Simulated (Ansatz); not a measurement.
## TiO2 under compression and expansion

```
CELL_PARAMETERS angstrom
4.59400 0.00000 0.00000
0.00000 4.59400 0.00000
0.00000 0.00000 2.95900
ATOMIC_POSITIONS crystal
Ti 0.00000 0.00000 0.00000
Ti 0.50000 0.50000 0.50000
O 0.30600 0.30600 0.00000
O 0.19400 0.80600 0.50000
O 0.69400 0.69400 0.00000
O 0.80600 0.19400 0.50000
```

The cell comes from COD entry 9007432, which wasn't checked; take it as a given geometry.

Levels of theory: DFT, PBE, all-electron LAPW, scalar-relativistic (Ansatz 0.2.0); DFT, PBE, PAW with Ansatz's default frozen-core files, scalar-relativistic (Ansatz 0.2.0).

For LAPW: a Γ-centred 7×7×10 k mesh, Fermi–Dirac smearing of 0.05 eV, basis error target 0.5 meV/atom, no spin polarisation. PAW takes a cutoff of 420 eV at this cell. The Ansatz runs share mesh, smearing and spin set-up. Plane-wave (PAW) pressures include the program's estimate of the Pulay term.

The cell above is scaled evenly, with fractional coordinates and shape held.

| V/V(cell) | V (Å³/atom) | P, LAPW (GPa) | P, PAW (GPa) | gap on the k mesh, LAPW (eV) |
| --- | --- | --- | --- | --- |
| 0.9400 | 9.784 | 22.99 | 23.03 | 2.09 |
| 0.9600 | 9.992 | 16.51 | 16.54 | 2.03 |
| 0.9800 | 10.200 | ? | ? | ? |
| 0.9900 | 10.304 | 7.97 | 7.98 | 1.95 |
| 1.0000 | 10.408 | 5.40 | 5.41 | 1.93 |
| 1.0100 | 10.512 | 2.97 | 2.97 | 1.90 |
| 1.0200 | 10.616 | 0.66 | 0.65 | 1.88 |
| 1.0400 | 10.825 | -3.62 | -3.64 | 1.83 |
| 1.0600 | 11.033 | -7.48 | -7.51 | 1.78 |

**Question.** Fill in the row V/V(cell) = 0.9800.

**Answer.** P, LAPW (GPa) = 10.67, P, PAW (GPa) = 10.69, gap on the k mesh, LAPW (eV) = 1.98.

**Question.** What do Birch–Murnaghan fits to the pressures give?

**Answer.** LAPW: V0 = 10.65 Å³/atom, B0 = 227 GPa, B0′ = 4.3; PAW: V0 = 10.65 Å³/atom, B0 = 227 GPa, B0′ = 4.3.

PAW's V0 lies 0.00 % from the all-electron value and its B0 0.2 %. With shape and internal coordinates held, B0 is an upper bound to the relaxed modulus.
